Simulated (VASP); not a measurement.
# InP (F-43m) in VASP: further runs

The runs below take InP through single point, with PBEsol, HSE06.

Everything below comes from runs of VASP 6.6.1. Logs are shortened: lines on timing, memory, paths and dates and some standing lists are left out, and cuts for length are marked.

**What was measured.**

A printed reference work, data compilation reports, for a bulk crystal of InP at 1.6 K: band gap 1.4236 eV (direct).

The results are compared with them further down.

## (1) The structure

Symmetry: F-43m, No. 216, cubic system. The conventional cell has a = 5.861 Å, b = 5.861 Å, c = 5.861 Å, α = 90.00°, β = 90.00°, γ = 90.00°. Around In (site symmetry -43m) lie 4 P at 2.54 Å. P (site symmetry -43m) is surrounded by 4 In at 2.54 Å.

## (2) Single point, PBEsol, spin-orbit coupling, no magnetisation

Input file INCAR:

```
SYSTEM = InP
  PREC = Accurate
  ENCUT = 520
  EDIFF = 1E-6
  ISMEAR = -1
  SIGMA = 0.02
  LREAL = .False.
  LASPH = .True.
  NELM = 100
  ALGO = Normal
  ISIF = 2
  LWAVE = .False.
  LCHARG = .False.
  MAGMOM = 0 0 0 0 0 0
  LORBIT = 11
  LSORBIT = .True.
  GGA_COMPAT = .False.
  GGA = PS
  NBANDS = 30
  KPAR = 4
```

Input file KPOINTS:

```
regular mesh
0
Gamma
  7 7 7
  0 0 0
```

Input file POSCAR:

```
InP
1.0
    0.0000000000      2.9305000000      2.9305000000
    2.9305000000      0.0000000000      2.9305000000
    2.9305000000      2.9305000000      0.0000000000
In P
1 1
Direct
    0.0000000000      0.0000000000      0.0000000000
    0.2500000000      0.2500000000      0.2500000000
```

Potentials or basis: VASP PAW PBE potentials, release 64 (In_d, P).

The run is started by

```bash
$ cat potpaw_PBE.64/In_d/POTCAR potpaw_PBE.64/P/POTCAR > POTCAR
$ mpirun -np 4 vasp_ncl > vasp.out
```

OUTCAR:

```text
SYSTEM = InP
   PREC = Accurate
   ENCUT = 520
   EDIFF = 1E-6
   ISMEAR = -1
   LREAL = .False.
   LASPH = .True.
   NELM = 100
   ISIF = 2
   LORBIT = 11
   LSORBIT = .True.
   GGA = PS

 ion  position               nearest neighbor table
   1  0.000  0.000  0.000-   2 2.54   2 2.54   2 2.54   2 2.54
   2  0.250  0.250  0.250-   1 2.54   1 2.54   1 2.54   1 2.54

  LATTYP: Found a face centered cubic cell.
 ALAT       =     5.8610000000

  Lattice vectors:

 A1 = (   0.0000000000,   2.9305000000,   2.9305000000)
 A2 = (   2.9305000000,   0.0000000000,   2.9305000000)
 A3 = (   2.9305000000,   2.9305000000,   0.0000000000)

Analysis of symmetry for initial positions (statically):
=====================================================================
 Subroutine PRICEL returns:
 Original cell was already a primitive cell.

 Routine SETGRP: Setting up the symmetry group for a
 face centered cubic supercell.

 Subroutine GETGRP returns: Found 24 space group operations
 (whereof 24 operations were pure point group operations)
 out of a pool of 48 trial point group operations.

The static configuration has the point symmetry T_d .

Analysis of symmetry for dynamics (positions and initial velocities):
=====================================================================
 Subroutine PRICEL returns:
 Original cell was already a primitive cell.

 Routine SETGRP: Setting up the symmetry group for a
 face centered cubic supercell.

 Subroutine GETGRP returns: Found 24 space group operations
 (whereof 24 operations were pure point group operations)
 out of a pool of 48 trial point group operations.

The dynamic configuration has the point symmetry T_d .

Analysis of structural, dynamic, and magnetic symmetry:
=====================================================================
 Subroutine PRICEL returns:
 Original cell was already a primitive cell.

 Routine SETGRP: Setting up the symmetry group for a
 face centered cubic supercell.

 Subroutine GETGRP returns: Found 24 space group operations
 (whereof 24 operations were pure point group operations)
 out of a pool of 48 trial point group operations.
[... 961 lines left out ...]
  Total        0.1680211      0.1680211      0.1680211      0.0000000     -0.0000000     -0.0000000
  in kB        5.3483433      5.3483433      5.3483433      0.0000000     -0.0000000     -0.0000000
  external PRESSURE =       5.3483433 kB  Pullay stress =       0.0000000 kB

 VOLUME and BASIS-vectors are now :
 -----------------------------------------------------------------------------
  energy-cutoff  :      520.00
  volume of cell :       50.33
      direct lattice vectors                 reciprocal lattice vectors
     0.000000000  2.930500000  2.930500000    -0.170619348  0.170619348  0.170619348
     2.930500000  0.000000000  2.930500000     0.170619348 -0.170619348  0.170619348
     2.930500000  2.930500000  0.000000000     0.170619348  0.170619348 -0.170619348

 POSITION                                       TOTAL-FORCE (eV/Angst)
 -----------------------------------------------------------------------------------
      0.00000      0.00000      0.00000         0.000000      0.000000      0.000000
      1.46525      1.46525      1.46525        -0.000000     -0.000000     -0.000000
 -----------------------------------------------------------------------------------
    total drift:                                0.000000      0.000000      0.000000

  FREE ENERGIE OF THE ION-ELECTRON SYSTEM (eV)
  ---------------------------------------------------
  free  energy   TOTEN  =        -9.1871198496 eV

  energy  without entropy=       -9.1871198472  energy(sigma->0) =       -9.18711985

 Spin-Orbit-Coupling matrix elements

 Ion:    1  E_soc:     -0.0723459
 l=   1
     0.0000000    -0.0055113    -0.0055113
    -0.0055113     0.0000000    -0.0055113
    -0.0055113    -0.0055113     0.0000000
 l=   2
     0.0000000    -0.0013411     0.0000000    -0.0013411    -0.0052053
    -0.0013411     0.0000000    -0.0039040    -0.0013411    -0.0013013
     0.0000000    -0.0039040     0.0000000    -0.0039040     0.0000000
    -0.0013411    -0.0013411    -0.0039040     0.0000000    -0.0013013
    -0.0052053    -0.0013013     0.0000000    -0.0013013     0.0000000
 l=   3
     0.0000000     0.0000000     0.0000000     0.0000000     0.0000000     0.0000000     0.0000000
     0.0000000     0.0000000     0.0000000     0.0000000     0.0000000     0.0000000     0.0000000
     0.0000000     0.0000000     0.0000000     0.0000000     0.0000000     0.0000000     0.0000000
     0.0000000     0.0000000     0.0000000     0.0000000     0.0000000     0.0000000     0.0000000
     0.0000000     0.0000000     0.0000000     0.0000000     0.0000000     0.0000000     0.0000000
     0.0000000     0.0000000     0.0000000     0.0000000     0.0000000     0.0000000     0.0000000
     0.0000000     0.0000000     0.0000000     0.0000000     0.0000000     0.0000000     0.0000000

 Ion:    2  E_soc:     -0.0011047
 l=   1
     0.0000000    -0.0001841    -0.0001841
    -0.0001841     0.0000000    -0.0001841
    -0.0001841    -0.0001841     0.0000000
 l=   2
     0.0000000     0.0000000     0.0000000     0.0000000     0.0000000
     0.0000000     0.0000000     0.0000000     0.0000000     0.0000000
     0.0000000     0.0000000     0.0000000     0.0000000     0.0000000
     0.0000000     0.0000000     0.0000000     0.0000000     0.0000000
     0.0000000     0.0000000     0.0000000     0.0000000     0.0000000
 l=   3
     0.0000000     0.0000000     0.0000000     0.0000000     0.0000000     0.0000000     0.0000000
     0.0000000     0.0000000     0.0000000     0.0000000     0.0000000     0.0000000     0.0000000
     0.0000000     0.0000000     0.0000000     0.0000000     0.0000000     0.0000000     0.0000000
     0.0000000     0.0000000     0.0000000     0.0000000     0.0000000     0.0000000     0.0000000
     0.0000000     0.0000000     0.0000000     0.0000000     0.0000000     0.0000000     0.0000000
     0.0000000     0.0000000     0.0000000     0.0000000     0.0000000     0.0000000     0.0000000
     0.0000000     0.0000000     0.0000000     0.0000000     0.0000000     0.0000000     0.0000000

 total charge

# of ion       s       p       d       tot
------------------------------------------
    1        0.829   0.777   9.901  11.507
    2        1.027   1.479   0.000   2.506
--------------------------------------------------
tot          1.856   2.256   9.901  14.013

 magnetization (x)

# of ion       s       p       d       tot
------------------------------------------
    1        0.000   0.000  -0.000   0.000
    2       -0.000   0.000   0.000   0.000
--------------------------------------------------
tot         -0.000   0.000  -0.000   0.000

 magnetization (y)

# of ion       s       p       d       tot
------------------------------------------
    1       -0.000   0.000  -0.000   0.000
    2       -0.000   0.000   0.000  -0.000
--------------------------------------------------
tot         -0.000   0.000  -0.000   0.000

 magnetization (z)

# of ion       s       p       d       tot
------------------------------------------
    1       -0.000  -0.000  -0.000  -0.000
    2        0.000   0.000   0.000   0.000
--------------------------------------------------
tot          0.000   0.000  -0.000   0.000
```

OSZICAR:

```text
N       E                     dE             d eps       ncg     rms          rms(c)
DAV:   1     0.159046670847E+03    0.15905E+03   -0.79807E+03  1806   0.136E+03
DAV:   2     0.857180681594E+01   -0.15047E+03   -0.14313E+03  1818   0.368E+02
DAV:   3    -0.878174320201E+01   -0.17354E+02   -0.17061E+02  2208   0.130E+02
DAV:   4    -0.955198483291E+01   -0.77024E+00   -0.76810E+00  2174   0.271E+01
DAV:   5    -0.959265724716E+01   -0.40672E-01   -0.40666E-01  2692   0.599E+00    0.555E+00
DAV:   6    -0.921976339990E+01    0.37289E+00   -0.49177E-01  2598   0.145E+01    0.318E+00
DAV:   7    -0.919048967592E+01    0.29274E-01   -0.21881E-01  2856   0.387E+00    0.125E+00
DAV:   8    -0.918708651687E+01    0.34032E-02   -0.17043E-02  2804   0.179E+00    0.756E-01
DAV:   9    -0.918706199426E+01    0.24523E-04   -0.18593E-03  2100   0.276E-01    0.194E-01
DAV:  10    -0.918706314184E+01   -0.11476E-05   -0.68775E-04  2574   0.490E-01    0.106E-01
DAV:  11    -0.918711255707E+01   -0.49415E-04   -0.14754E-04  2470   0.152E-01    0.298E-02
DAV:  12    -0.918711991335E+01   -0.73563E-05   -0.23778E-05  2514   0.412E-02    0.175E-02
DAV:  13    -0.918711984956E+01    0.63794E-07   -0.12161E-06  1886   0.110E-02
   1 F= -.91871198E+01 E0= -.91871198E+01  d E =-.232235E-08  mag=    -0.0000     0.0000     0.0000
```

stdout:

```text
POSCAR found type information on POSCAR InP
 POSCAR found :  2 types and       2 ions
 scaLAPACK will be used
 -----------------------------------------------------------------------------
|                                                                             |
|                                                                             |
|     You enforced a specific xc type in the INCAR file but a different       |
|     I HOPE YOU KNOW WHAT YOU ARE DOING!                                     |
|                                                                             |
 -----------------------------------------------------------------------------

 LDA part: xc-table for (Slater+PW92), standard interpolation
 POSCAR, INCAR and KPOINTS ok, starting setup
 FFT: planning ... GRIDC
 FFT: planning ... GRID_SOFT
 FFT: planning ... GRID
 WAVECAR not read
 entering main loop
```

Wall time 66 s (4 MPI ranks of Intel Xeon Platinum 8375C at 2.90GHz (Ice Lake), shared host); peak memory 0.33 GiB.

What came out:

* Free energy: -9.1871 eV
* Pressure: 0.5 GPa
* Valence electrons inside the program's atomic spheres: In 11.51; P 2.51

Caveat: the PAW data sets were made with another functional, which shifts forces and pressure a little.

## (3) Single point, HSE06

POSCAR is that of step 2.

Input file INCAR.step1:

```
SYSTEM = InP
  PREC = Accurate
  ENCUT = 520
  EDIFF = 1E-5
  ISMEAR = -1
  SIGMA = 0.02
  LREAL = .False.
  LASPH = .True.
  NELM = 100
  ALGO = Normal
  ISIF = 2
  LWAVE = .True.
  LCHARG = .False.
  NBANDS = 16
  GGA = PE
  KPAR = 4
```

Input file INCAR.step2:

```
SYSTEM = InP
  PREC = Accurate
  ENCUT = 520
  EDIFF = 1E-6
  ISMEAR = -1
  SIGMA = 0.02
  LREAL = .False.
  LASPH = .True.
  NELM = 100
  ALGO = Normal
  ISIF = 2
  LWAVE = .False.
  LCHARG = .False.
  GGA = PE
  LHFCALC = .True.
  HFSCREEN = 0.2
  PRECFOCK = Fast
  NBANDS = 16
  ISTART = 1
  KPAR = 4
```

Input file KPOINTS:

```
regular mesh
0
Gamma
  5 5 5
  0 0 0
```

Potentials or basis: VASP PAW PBE potentials, release 64 (In_d, P).

The run is started by

```bash
$ cat potpaw_PBE.64/In_d/POTCAR potpaw_PBE.64/P/POTCAR > POTCAR
$ cp INCAR.step1 INCAR
$ mpirun -np 4 vasp_std > vasp.out
$ cp INCAR.step2 INCAR
$ mpirun -np 4 vasp_std > vasp.out
```

OUTCAR:

```text
SYSTEM = InP
   PREC = Accurate
   ENCUT = 520
   EDIFF = 1E-6
   ISMEAR = -1
   LREAL = .False.
   LASPH = .True.
   NELM = 100
   ISIF = 2
   GGA = PE
   LHFCALC = .True.
   HFSCREEN = 0.2
   PRECFOCK = Fast
   ISTART = 1

 ion  position               nearest neighbor table
   1  0.000  0.000  0.000-   2 2.54   2 2.54   2 2.54   2 2.54
   2  0.250  0.250  0.250-   1 2.54   1 2.54   1 2.54   1 2.54

  LATTYP: Found a face centered cubic cell.
 ALAT       =     5.8610000000

  Lattice vectors:

 A1 = (   0.0000000000,   2.9305000000,   2.9305000000)
 A2 = (   2.9305000000,   0.0000000000,   2.9305000000)
 A3 = (   2.9305000000,   2.9305000000,   0.0000000000)

Analysis of symmetry for initial positions (statically):
=====================================================================
 Subroutine PRICEL returns:
 Original cell was already a primitive cell.

 Routine SETGRP: Setting up the symmetry group for a
 face centered cubic supercell.

 Subroutine GETGRP returns: Found 24 space group operations
 (whereof 24 operations were pure point group operations)
 out of a pool of 48 trial point group operations.
[... 153 lines left out ...]

  energy without entropy =       -9.99207166  energy(sigma->0) =       -9.99207166

 E-fermi :   5.2398     XC(G=0):  -7.7138

 val. band max:        4.7623548835   @ k =   0.0000   0.0000   0.0000
 cond. band min:       6.2886802262   @ k =   0.0000   0.0000   0.0000
 fundamental gap:      1.5263253427
 Fermi energy:         5.2397881492

 k-point     1 :       0.0000    0.0000    0.0000
  band No.  band energies     occupation
      1     -11.1309      2.00000
      2     -11.1309      2.00000
      3     -11.1309      2.00000
      4     -10.9692      2.00000
      5     -10.9692      2.00000
      6      -7.9824      2.00000
[... 167 lines left out ...]
      3     -11.0415      2.00000
      4     -10.9900      2.00000
      5     -10.9533      2.00000
      6      -5.5905      2.00000
[... 8 lines left out ...]
     15      16.5805      0.00000
     16      18.6560      0.00000

------------------------ aborting loop because EDIFF is reached ----------------------------------------

  FORCE on cell =-STRESS in cart. coord.  units (eV):
  Direction    XX          YY          ZZ          XY          YZ          ZX
  --------------------------------------------------------------------------------------
  -------------------------------------------------------------------------------------
  Total        0.4281425      0.4281425      0.4281425      0.0000000      0.0000000      0.0000000
  in kB       13.6283662     13.6283662     13.6283662      0.0000000      0.0000000      0.0000000
  external PRESSURE =      13.6283662 kB  Pullay stress =       0.0000000 kB

 VOLUME and BASIS-vectors are now :
 -----------------------------------------------------------------------------
  energy-cutoff  :      520.00
  volume of cell :       50.33
      direct lattice vectors                 reciprocal lattice vectors
     0.000000000  2.930500000  2.930500000    -0.170619348  0.170619348  0.170619348
     2.930500000  0.000000000  2.930500000     0.170619348 -0.170619348  0.170619348
     2.930500000  2.930500000  0.000000000     0.170619348  0.170619348 -0.170619348

 POSITION                                       TOTAL-FORCE (eV/Angst)
 -----------------------------------------------------------------------------------
      0.00000      0.00000      0.00000        -0.000000      0.000000     -0.000000
      1.46525      1.46525      1.46525         0.000000     -0.000000      0.000000
 -----------------------------------------------------------------------------------
    total drift:                                0.000078      0.000075      0.000044

  FREE ENERGIE OF THE ION-ELECTRON SYSTEM (eV)
  ---------------------------------------------------
  free  energy   TOTEN  =        -9.9920716554 eV

  energy  without entropy=       -9.9920716554  energy(sigma->0) =       -9.99207166
```

It took 4.5 min on 4 MPI ranks of Intel Xeon Platinum 8375C at 2.90GHz (Ice Lake), shared host; peak memory 0.27 GiB.

Results:

- Free energy: -9.9921 eV
- Pressure: 1.4 GPa
- Band gap on the k mesh: 1.53 eV, direct

Caveat: the PAW data sets were made with another functional, which shifts forces and pressure a little; spin-orbit coupling is left out, which moves the levels of the heavy elements.

## (4) Against experiment

Step 3. Against the measured gap of InP, 1.4236 eV (direct; 1.6 K; a printed reference work, data compilation), the calculated 1.53 eV is off by +0.10 eV. Spin-orbit coupling on In is left out. The value is that of HSE06, without temperature or zero-point motion.
